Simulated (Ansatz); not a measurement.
Ge under changes of volume

One of the cells (18.253 Å³/atom); the others are scaled copies at fixed shape and fractional positions:

```xyz
2
Lattice="1.4881 -2.5947 0.0000 1.4881 2.5947 0.0000 0.0000 0.0000 4.7276" Properties=species:S:1:pos:R:3 pbc="T T T"
Ge    1.4881    0.8643    1.1819
Ge    1.4881   -0.8643    3.5457
```

This isn't the form of Ge at room conditions, which is diamond.

* Program: Ansatz 0.2.0
* Functional: PBE0
* Potentials or basis: Ansatz PAW
* Cutoff: 420 eV (not typed: the program's choice for these potentials)
* k mesh: 6 × 6 × 4
* Occupations: fermi-dirac, width 0.05 eV
* Spin: no spin polarisation

```tsv
volume (Å³/atom)	energy over the lowest point (meV/atom)	pressure (GPa)	largest force (eV/Å)
17.158	24.25	6.7	0.026
17.523	11.57	4.5	0.025
17.888	?	?	?
18.253	0.00	0.7	0.023
18.618	0.20	-0.9	0.023
18.984	3.87	-2.3	0.022
19.349	10.65	-3.6	0.021
```

**Question.** What does the run at 17.888 Å³/atom give?

**Answer.** Energy over the lowest point 3.64 meV/atom; pressure 2.5 GPa; largest force 0.024 eV/Å.

Worked out: A Birch-Murnaghan fit of order 3 (a polynomial in V^(-2/3)) to the other rows has its minimum at 18.41 Å³/atom with B0 = V·E''(V) = 81 GPa and B' = 4.3 at fixed shape and positions, which overstates the stiffness. It gives 3.65 meV/atom at 17.888 Å³/atom, against the run's 3.64, and -dE/dV = 2.5 GPa, against 2.5.

Energies are extrapolated to zero smearing.

Caveats: all runs use coarse meshes; the PAW data sets come from PBE, with cores solved anew for the run's functional, which leaves a small shift of forces and pressure; the thresholds are loose for stress.
